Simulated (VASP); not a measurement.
A run of VASP 6.6.1:

INCAR

```
PREC = Accurate
ENCUT = 600
EDIFF = 1E-7
ISMEAR = -1
SIGMA = 0.05
LREAL = False
LASPH = True
NELM = 100
ALGO = Normal
ISIF = 3
LWAVE = False
LCHARG = False
ISPIN = 2
MAGMOM = 2 2 2 2 0 0 0 0
LORBIT = 11
LMAXMIX = 4
GGA = B5
ALDAX = 1.0
AGGAX = 1.0
AGGAC = 1.0
ALDAC = 0.0
IVDW = 12
VDW_S6 = 1.0
VDW_S8 = 2.6996
VDW_A1 = 0.4298
VDW_A2 = 4.2359
IBRION = 2
NSW = 40
EDIFFG = -0.02
```

KPOINTS

```
Automatic mesh
0
Gamma
  6 6 6
```

File POSCAR:

```
CoSi
1.0
    4.4380000000      0.0000000000      0.0000000000
    0.0000000000      4.4380000000      0.0000000000
    0.0000000000      0.0000000000      4.4380000000
Co Si
4 4
Direct
    0.8600000000      0.6400000000      0.3600000000
    0.6400000000      0.3600000000      0.8600000000
    0.3600000000      0.8600000000      0.6400000000
    0.1400000000      0.1400000000      0.1400000000
    0.1570000000      0.3430000000      0.6570000000
    0.3430000000      0.6570000000      0.1570000000
    0.6570000000      0.1570000000      0.3430000000
    0.8430000000      0.8430000000      0.8430000000
```

Potentials or basis: VASP PAW PBE potentials, release 64 (Co, Si).

Run with:

```console
$ cat potpaw_PBE.64/Co/POTCAR potpaw_PBE.64/Si/POTCAR > POTCAR
$ mpirun -np 1 vasp_std > vasp.out
```

Hardware: 1 thread of Intel(R) Xeon(R) 6975P-C (Granite Rapids), on a shared host.

Estimate the wall time of this run.

It took 9.9 min on 1 thread of Intel(R) Xeon(R) 6975P-C (Granite Rapids) (shared host), peak memory 0.34 GiB. Counts: scf iterations 92, k points 24, ion steps 9.
